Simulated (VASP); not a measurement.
A run of VASP 6.6.1:

The input INCAR:

```
PREC     = Accurate       # precision mode
ENCUT    = 520            # plane-wave cutoff, eV
EDIFF    = 1E-6           # SCF threshold, eV
ISMEAR   = 0              # smearing method
SIGMA    = 0.03           # smearing width, eV
LREAL    = False          # projectors in reciprocal space
LASPH    = True           # aspherical terms in the spheres
NELM     = 80             # most SCF steps
ALGO     = Normal         # electronic algorithm
ISIF     = 2              # what is computed and relaxed
LWAVE    = False          # write WAVECAR
LCHARG   = False          # write CHGCAR
GGA      = PE             # functional
IVDW     = 12             # dispersion correction
NBANDS   = 48             # bands
ICORELEVEL= 1            
KPAR     = 2
```

File KPOINTS:

```
Automatic mesh
0
Gamma
  9 9 2
```

POSCAR

```
InSe                                    
1.0
    4.0365091243      0.0000000000     -0.0000000000
   -2.0182545621      3.4957194357      0.0000000000
   -0.0000000000      0.0000000000     16.6271042963
  In              Se            
     4     4
Direct
     0.0000000000000000    1.0000000000000000    0.5839869170128565
     0.0000000000000000    1.0000000000000000    0.4160130829871435
     0.3333333300000021    0.6666666699999979    0.9160041053908400
     0.3333333300000021    0.6666666699999979    0.0839958946091600
     0.6666666699999979    0.3333333300000021    0.8386275635046412
     0.6666666699999979    0.3333333300000021    0.1613724364953588
     0.3333333300000021    0.6666666699999979    0.6612568048569083
     0.3333333300000021    0.6666666699999979    0.3387431951430917
```

The input KPOINTS_OPT:

```
explicit points
186
Reciprocal
 0.0000000000  0.0000000000  0.0000000000 1
 0.0263157895  0.0000000000  0.0000000000 1
 0.0526315789  0.0000000000  0.0000000000 1
 0.0789473684  0.0000000000  0.0000000000 1
 0.1052631579  0.0000000000  0.0000000000 1
 0.1315789474  0.0000000000  0.0000000000 1
[... 178 lines left out ...]
 0.5000000000  0.0000000000  0.5000000000 1
 0.5000000000  0.0000000000  0.0000000000 1
```

Potentials or basis: VASP PAW PBE potentials, release 64 (In_d, Se).

Command:

```sh
$ cat potpaw_PBE.64/In_d/POTCAR potpaw_PBE.64/Se/POTCAR > POTCAR
$ mpirun -np 2 vasp_std > vasp.out
```

Hardware: 2 MPI ranks on Intel(R) Xeon(R) Platinum 8488C (Sapphire Rapids), with other jobs on the host.

Task: Estimate the wall time of this run.

Result: It took 15 min on 2 MPI ranks on Intel(R) Xeon(R) Platinum 8488C (Sapphire Rapids), with other jobs on the host, peak memory 0.58 GiB a rank. Counts: scf iterations 95, k points 24.
